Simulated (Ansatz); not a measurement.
**WC in Ansatz: the effect of functional**

The system is WC.

```xyz
2
Lattice="0.0000 2.1630 2.1630 2.1630 0.0000 2.1630 2.1630 2.1630 0.0000" Properties=species:S:1:pos:R:3 pbc="T T T"
W     0.0000    0.0000    0.0000
C     2.1630    2.1630    2.1630
```

Measurements of this composition are mostly on another form, of space group No. 187.

The cell isn't the ideal one: volume scaled by 0.96.

Alike in all runs:

- Program: Ansatz 0.2.0
- Task: single point
- Potentials or basis: Ansatz PAW
- k mesh: 10 × 10 × 10
- Occupations: fermi-dirac, width 0.05 eV
- Spin: no spin polarisation

| functional | cutoff | pressure (GPa) |
| --- | --- | --- |
| LDA | 420 eV (not typed: the program's choice for these potentials) | ? |
| PBEsol | 420 eV (not typed: the program's choice for these potentials) | 5.2 |
| r2SCAN | 500 eV (not typed: the program's choice for these potentials) | 10.6 |

Problem. What does the run with functional LDA give?

Solution. Pressure -1.2 GPa.

Caveats: the PAW data sets come from PBE, with cores solved anew for the run's functional, which leaves a small shift of forces and pressure.
